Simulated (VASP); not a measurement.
# Tl (P6_3/mmc) in VASP: single point with r2SCAN50

Aim: the single point of Tl with r2SCAN50.

Program: VASP 6.6.1. These are calculated values, not measurements. Logs are shortened: lines on timing, memory, paths and dates and some standing lists are left out, and cuts for length are marked.

## Step 1: The structure

The structure is hexagonal, space group P6_3/mmc (No. 194). Conventional cell: a = 3.539 Å, b = 3.539 Å, c = 5.562 Å, α = 90.00°, β = 90.00°, γ = 120.00°. Around Tl (site symmetry -6m2) lie 12 Tl at 3.45 to 3.54 Å.

## Step 2: Single point, r2SCAN50

The input, POSCAR:

```
Tl
1.0
    3.5390101187      0.0000000000      0.0000000000
   -1.7695050594      3.0648726671      0.0000000000
    0.0000000000      0.0000000000      5.5624928218
Tl
2
Direct
    0.3333333333      0.6666666667      0.2500000000
    0.6666666667      0.3333333333      0.7500000000
```

The input, INCAR.step1:

```
SYSTEM = Tl
  ALGO = Normal
  EDIFF = 1E-5
  ENCUT = 520
  GGA = PE
  ISIF = 2
  ISMEAR = -1
  LASPH = .True.
  LCHARG = .False.
  LREAL = .False.
  LWAVE = .True.
  NBANDS = 20
  NELM = 60
  PREC = Accurate
  SIGMA = 0.1
```

The input, INCAR.step2:

```
SYSTEM = Tl
  AEXX = 0.5
  ALGO = Normal
  EDIFF = 1E-6
  ENCUT = 520
  HFRCUT = -1
  ISIF = 2
  ISMEAR = -1
  ISTART = 1
  LASPH = .True.
  LCHARG = .False.
  LHFCALC = .True.
  LMIXTAU = .True.
  LREAL = .False.
  LWAVE = .False.
  METAGGA = R2SCAN
  NBANDS = 20
  NELM = 60
  PREC = Accurate
  PRECFOCK = Normal
  SIGMA = 0.1
```

The input, KPOINTS:

```
k-points
0
Gamma
  5 5 3
  0 0 0
```

Potentials or basis: VASP PAW PBE potentials, release 64 (Tl_d).

Started as:

```
$ cat potpaw_PBE.64/Tl_d/POTCAR > POTCAR
$ cp INCAR.step1 INCAR
$ mpirun -np 1 vasp_std > vasp.out
$ cp INCAR.step2 INCAR
$ mpirun -np 1 vasp_std > vasp.out
```

OUTCAR:

```text
SYSTEM = Tl
   AEXX = 0.5
   EDIFF = 1E-6
   ENCUT = 520
   ISIF = 2
   ISMEAR = -1
   ISTART = 1
   LASPH = .True.
   LHFCALC = .True.
   LREAL = .False.
   METAGGA = R2SCAN
   NELM = 60
   PREC = Accurate
   PRECFOCK = Normal

 ion  position               nearest neighbor table
   1  0.333  0.667  0.250-   2 3.45   2 3.45   2 3.45   2 3.45   2 3.45   2 3.45
   2  0.667  0.333  0.750-   1 3.45   1 3.45   1 3.45   1 3.45   1 3.45   1 3.45

  LATTYP: Found a hexagonal cell.
 ALAT       =     3.5390101187
 C/A-ratio  =     1.5717651646

  Lattice vectors:

 A1 = (   3.5390101187,   0.0000000000,   0.0000000000)
 A2 = (  -1.7695050594,   3.0648726671,   0.0000000000)
 A3 = (   0.0000000000,   0.0000000000,   5.5624928218)

Analysis of symmetry for initial positions (statically):
=====================================================================
 Subroutine PRICEL returns:
 Original cell was already a primitive cell.

 Routine SETGRP: Setting up the symmetry group for a
 hexagonal supercell.

 Subroutine GETGRP returns: Found 24 space group operations
 (whereof 12 operations were pure point group operations)
 out of a pool of 24 trial point group operations.

The static configuration has the point symmetry D_3d.
 The point group associated with its full space group is D_6h.

Analysis of symmetry for dynamics (positions and initial velocities):
=====================================================================
 Subroutine PRICEL returns:
 Original cell was already a primitive cell.

 Routine SETGRP: Setting up the symmetry group for a
 hexagonal supercell.

 Subroutine GETGRP returns: Found 24 space group operations
 (whereof 12 operations were pure point group operations)
 out of a pool of 24 trial point group operations.

The dynamic configuration has the point symmetry D_3d.
 The point group associated with its full space group is D_6h.

 Subroutine INISYM returns: Found 24 space group operations
 (whereof 12 operations are pure point group operations),
 and found     1 'primitive' translations

----------------------------------------------------------------------------------------

                                     Primitive cell

  volume of cell :      60.3342

  direct lattice vectors                    reciprocal lattice vectors
     3.539010119  0.000000000  0.000000000     0.282564889  0.163138915  0.000000000
    -1.769505059  3.064872667  0.000000000     0.000000000  0.326277829  0.000000000
     0.000000000  0.000000000  5.562492822     0.000000000  0.000000000  0.179775513

  length of vectors
     3.539010119  3.539010119  5.562492822     0.326277829  0.326277829  0.179775513

  position of ions in fractional coordinates (direct lattice)
     0.333333333  0.666666667  0.250000000
     0.666666667  0.333333333  0.750000000

  ion indices of the primitive-cell ions
   primitive index   ion index
                 1           1
                 2           2

----------------------------------------------------------------------------------------

 KPOINTS: k-points

Automatic generation of k-mesh.
 Grid dimensions read from file:
 generate k-points for:    5    5    3

 Generating k-lattice:

  Cartesian coordinates                     Fractional coordinates (reciprocal lattice)
     0.056512978  0.032627783  0.000000000     0.200000000 -0.000000000  0.000000000
     0.000000000  0.065255566  0.000000000     0.000000000  0.200000000  0.000000000
     0.000000000  0.000000000  0.059925171     0.000000000  0.000000000  0.333333333

  Length of vectors
     0.065255566  0.065255566  0.059925171

  Shift w.r.t. Gamma in fractional coordinates (k-lattice)
     0.000000000  0.000000000  0.000000000

 Subroutine IBZKPT returns following result:
 ===========================================

 Found     10 irreducible k-points:

 Following reciprocal coordinates:
            Coordinates               Weight
  0.000000  0.000000  0.000000      1.000000
  0.200000 -0.000000  0.000000      6.000000
  0.400000  0.000000  0.000000      6.000000
  0.200000  0.200000  0.000000      6.000000
  0.400000  0.200000  0.000000      6.000000
  0.000000  0.000000  0.333333      2.000000
  0.200000 -0.000000  0.333333     12.000000
  0.400000  0.000000  0.333333     12.000000
  0.200000  0.200000  0.333333     12.000000
  0.400000  0.200000  0.333333     12.000000
   k-points           NKPTS =     10   k-points in BZ     NKDIM =     75   number of bands    NBANDS=     20
   number of dos      NEDOS =    301   number of ions     NIONS =      2
   total plane-waves  NPLWV =  32928
   dimension x,y,z NGX =    28 NGY =   28 NGZ =   42
   dimension x,y,z NGXF=    56 NGYF=   56 NGZF=   84
   ions per type =               2
   NGX,Y,Z   is equivalent  to a cutoff of  13.15, 13.15, 12.55 a.u.
   NGXF,Y,Z  is equivalent  to a cutoff of  26.31, 26.31, 25.11 a.u.
 SYSTEM =  Tl
   PREC   = accura    normal or accurate (medium, high low for compatibility)
   ISTART =      1    job   : 0-new  1-cont  2-samecut
   ICHARG =      0    charge: 1-file 2-atom 10-const
   ISPIN  =      1    spin polarized calculation?
   LNONCOLLINEAR =      F non collinear calculations
   LSORBIT =      F    spin-orbit coupling
   LASPH  =      T    aspherical Exc in radial PAW
   ENCUT  =  520.0 eV  38.22 Ry    6.18 a.u.   6.58  6.58 10.34*2*pi/ulx,y,z
   NELM   =     60;   NELMIN=  2; NELMDL=  0     # of ELM steps
   EDIFF  = 0.1E-05   stopping-criterion for ELM
   LREAL  =      F    real-space projection
   EDIFFG = 0.1E-04   stopping-criterion for IOM
   NSW    =      0    number of steps for IOM
   IBRION =     -1    ionic relax: 0-MD 1-quasi-New 2-CG
   NFREE  =      0    steps in history (QN), initial steepest desc. (CG)
   ISIF   =      2    stress and relaxation
   ISYM   =      3    0-nonsym 1-usesym 2-fastsym
   POTIM  = 0.5000    time-step for ionic-motion
   TEBEG  =    0.0;   TEEND  =   0.0 temperature during run
   PSTRESS=    0.0 pullay stress
   NELECT =      26.0000    total number of electrons
   NUPDOWN=      -1.0000    fix difference up-down
   EMIN   =  10.00;   EMAX   =-10.00  energy-range for DOS
   EFERMI =   0.00;   METHOD = LEGACY
   ISMEAR =    -1;   SIGMA  =   0.10  broadening in eV -4-tet -1-fermi 0-gaus
   EFERMI_NEDOS =   21; number of points for ismear=-14 and -15
   IALGO  =     38    algorithm
   IMIX   =      1    mixing-type and parameters
     AMIX     =   0.40;   BMIX     =  1.00
     AMIX_MAG =   1.60;   BMIX_MAG =  1.00
  volume/ion in A,a.u.               =      30.17       203.58
  Fermi-wavevector in a.u.,A,eV,Ry     =   1.236549  2.336739 20.804040  1.529054
  Thomas-Fermi vector in A             =   2.371153
   LORBIT       =      0    0 simple, 1 ext, 2 COOP (PROOUT), +10 PAW based schemes
   METAGGA = R2SCAN    functional components
   LHFCALC =     T    Hartree Fock is set to
   PRECFOCK=normal    Normal, Fast or Accurate (Low or Medium for compatibility)
   ENCUT4O =  -1.0   cutoff for four orbital integrals eV
   NKREDX  =     1    reduce k-point grid by
   NKREDY  =     1    reduce k-point grid by
   NKREDZ  =     1    reduce k-point grid by
   AEXX    =    0.5000 exact exchange contribution
   HFSCREEN=    0.0000 screening length (either q_TF or 0.3 A-1)
   HFSCREENC=   0.0000 screening length for correlation (either q_TF or 0.3 A-1)
   ENCUTFOCK=  -1.0 apply spherical cutoff to Coloumb kernel
   IVDW    =     0    specifies the selected vdW correction
   LEPSILON=     F    determine dielectric tensor
   LRPA    =     F    only Hartree local field effects (RPA)
 non-spin polarized calculation
  energy-cutoff  :      520.00
  volume of cell :       60.33
 maximum number of plane-waves:      1665
 NGX is ok and might be reduce to    28
  NGX = 20; NGY = 20; NGZ = 32

 number of electron      26.0000004 magnetization

 Free energy of the ion-electron system (eV)
  ---------------------------------------------------
  ext. energy  EPLUGINS =         0.00000000
  ---------------------------------------------------
  free energy    TOTEN  =       -59.20383164 eV

  energy without entropy =      -59.18879432  energy(sigma->0) =      -59.19631298

 E-fermi :   6.5122     XC(G=0):  -5.9267

 val. band max:        5.3468737607   @ k =   0.2000   0.2000   0.0000
 cond. band min:       6.6765113627   @ k =   0.2000   0.2000   0.3333
 fundamental gap:      1.3296376020
 Fermi energy:         6.5121834225

 k-point     1 :       0.0000    0.0000    0.0000
  band No.  band energies     occupation
      1     -10.3011      2.00000
      2     -10.0968      2.00000
      3     -10.0773      2.00000
      4     -10.0773      2.00000
      5     -10.0240      2.00000
      6     -10.0240      2.00000
[... 12 lines left out ...]
     19      18.6355      0.00000
     20      19.4553      0.00000

 k-point     2 :       0.2000   -0.0000    0.0000
  band No.  band energies     occupation
      1     -10.2884      2.00000
      2     -10.1399      2.00000
      3     -10.1016      2.00000
      4     -10.0778      2.00000
      5     -10.0417      2.00000
      6      -9.9467      2.00000
[... 12 lines left out ...]
     19      17.9961      0.00000
     20      19.5171      0.00000

 k-point     3 :       0.4000    0.0000    0.0000
  band No.  band energies     occupation
      1     -10.4150      2.00000
      2     -10.2717      2.00000
      3     -10.1706      2.00000
      4     -10.1651      2.00000
      5      -9.9418      2.00000
      6      -9.9132      2.00000
[... 12 lines left out ...]
     19      16.3418      0.00000
     20      17.9205      0.00000

 k-point     4 :       0.2000    0.2000    0.0000
  band No.  band energies     occupation
      1     -10.2476      2.00000
      2     -10.2232      2.00000
      3     -10.2152      2.00000
      4     -10.1224      2.00000
      5      -9.9449      2.00000
      6      -9.8877      2.00000
[... 12 lines left out ...]
     19      16.2355      0.00000
     20      19.9286      0.00000

 k-point     5 :       0.4000    0.2000    0.0000
  band No.  band energies     occupation
      1     -10.3520      2.00000
      2     -10.2774      2.00000
      3     -10.1113      2.00000
      4     -10.1006      2.00000
      5      -9.9715      2.00000
      6      -9.8954      2.00000
[... 12 lines left out ...]
     19      15.1451      0.00000
     20      19.8082      0.00000

 k-point     6 :       0.0000    0.0000    0.3333
  band No.  band energies     occupation
      1     -10.2422      2.00000
      2     -10.1372      2.00000
      3     -10.1369      2.00000
      4     -10.1369      2.00000
      5     -10.0841      2.00000
      6     -10.0841      2.00000
[... 12 lines left out ...]
     19      18.3641      0.00000
     20      18.5676      0.00000

 k-point     7 :       0.2000   -0.0000    0.3333
  band No.  band energies     occupation
      1     -10.2610      2.00000
      2     -10.1765      2.00000
      3     -10.1310      2.00000
      4     -10.0680      2.00000
      5     -10.0558      2.00000
      6      -9.9630      2.00000
[... 12 lines left out ...]
     19      16.7991      0.00000
     20      17.9754      0.00000

 k-point     8 :       0.4000    0.0000    0.3333
  band No.  band energies     occupation
      1     -10.3613      2.00000
      2     -10.3108      2.00000
      3     -10.2067      2.00000
      4     -10.1313      2.00000
      5     -10.0406      2.00000
      6      -9.7915      2.00000
[... 12 lines left out ...]
     19      16.1267      0.00000
     20      16.7688      0.00000

 k-point     9 :       0.2000    0.2000    0.3333
  band No.  band energies     occupation
      1     -10.2743      2.00000
      2     -10.2394      2.00000
      3     -10.1443      2.00000
      4     -10.0650      2.00000
      5     -10.0141      2.00000
      6      -9.9247      2.00000
[... 12 lines left out ...]
     19      18.9738      0.00000
     20      19.4011      0.00000

 k-point    10 :       0.4000    0.2000    0.3333
  band No.  band energies     occupation
      1     -10.3089      2.00000
      2     -10.2517      2.00000
      3     -10.1393      2.00000
      4     -10.1209      2.00000
      5     -10.0436      2.00000
      6      -9.8142      2.00000
[... 12 lines left out ...]
     19      17.8211      0.00000
     20      20.1345      0.00000

------------------------ aborting loop because EDIFF is reached ----------------------------------------

  FORCE on cell =-STRESS in cart. coord.  units (eV):
  Direction    XX          YY          ZZ          XY          YZ          ZX
  --------------------------------------------------------------------------------------
  -------------------------------------------------------------------------------------
  Total       -0.9766791     -0.9766791      0.3116983      0.0000000      0.0000000      0.0000000
  in kB      -25.9357469    -25.9357469      8.2771582      0.0000000      0.0000000      0.0000000
  external PRESSURE =     -14.5314452 kB  Pullay stress =       0.0000000 kB

 VOLUME and BASIS-vectors are now :
 -----------------------------------------------------------------------------
  energy-cutoff  :      520.00
  volume of cell :       60.33
      direct lattice vectors                 reciprocal lattice vectors
     3.539010119  0.000000000  0.000000000     0.282564889  0.163138915  0.000000000
    -1.769505059  3.064872667  0.000000000     0.000000000  0.326277829  0.000000000
     0.000000000  0.000000000  5.562492822     0.000000000  0.000000000  0.179775513

 POSITION                                       TOTAL-FORCE (eV/Angst)
 -----------------------------------------------------------------------------------
     -0.00000      2.04325      1.39062         0.000000      0.000000     -0.000000
      1.76951      1.02162      4.17187        -0.000000      0.000000      0.000000
 -----------------------------------------------------------------------------------
    total drift:                                0.000000      0.000000      0.000000

  FREE ENERGIE OF THE ION-ELECTRON SYSTEM (eV)
  ---------------------------------------------------
  free  energy   TOTEN  =       -59.2038316422 eV

  energy  without entropy=      -59.1887943246  energy(sigma->0) =      -59.19631298
```

Run time: 11 min. Hardware: 1 thread of Intel Xeon 6975P-C (Granite Rapids), shared host; peak memory 0.19 GiB.

Results:

* Free energy: -59.2038 eV
* Pressure: -1.5 GPa
* Band gap on the k mesh: none (metal or under the smearing width)

Caveat: the k mesh is coarse (spacing up to 0.41 Å⁻¹), so the values aren't converged, least of all with exact exchange; the PAW data sets were made with another functional, which shifts forces and pressure a little.
